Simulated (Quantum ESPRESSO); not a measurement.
Zr: zone-centre phonons under several settings

```xyz
2
Lattice="3.2320 0.0000 0.0000 -1.6160 2.7990 0.0000 0.0000 0.0000 5.1470" Properties=species:S:1:pos:R:3 pbc="T T T"
Zr    1.6160    0.9330    3.8603
Zr    0.0000    1.8660    1.2868
```

All runs used Quantum ESPRESSO 7.5; potentials GBRV 1.5 PBEsol; k mesh 6 × 6 × 4; no spin polarisation; cutoff 612 eV; occupations cold, width 0.2 eV.

```tsv
level	geometry	volume (Å³/atom)	pressure (GPa)	lowest optical mode without the field (cm⁻¹)	highest optical mode without the field (cm⁻¹)
PBEsol	relaxed at -3 GPa	23.14	-3.0	66	147
PBEsol	relaxed at 0 GPa	22.39	0.0	61	158
PBEsol	relaxed at 3 GPa	?	3.0	?	?
PBEsol	relaxed at 8 GPa	20.78	8.0	48	186
PBEsol	relaxed at 15 GPa	19.73	15.0	49	203
```

Q: What stands in the row left open?

A: Volume 21.73 Å³/atom; lowest optical mode without the field 55 cm⁻¹; highest optical mode without the field 170 cm⁻¹.

Caveats: all runs use coarse meshes; the mesh is thin for the phonons of a metal; the cell is more than 3 GPa from zero pressure, which shifts response properties (some runs); the volume moved by over 15 % at a fixed basis, so the end points are rough (some runs).

For the row left open. Caveat: the k mesh is coarse (spacing up to 0.37 Å⁻¹), so the values aren't converged; the mesh is thin for the phonons of a metal.
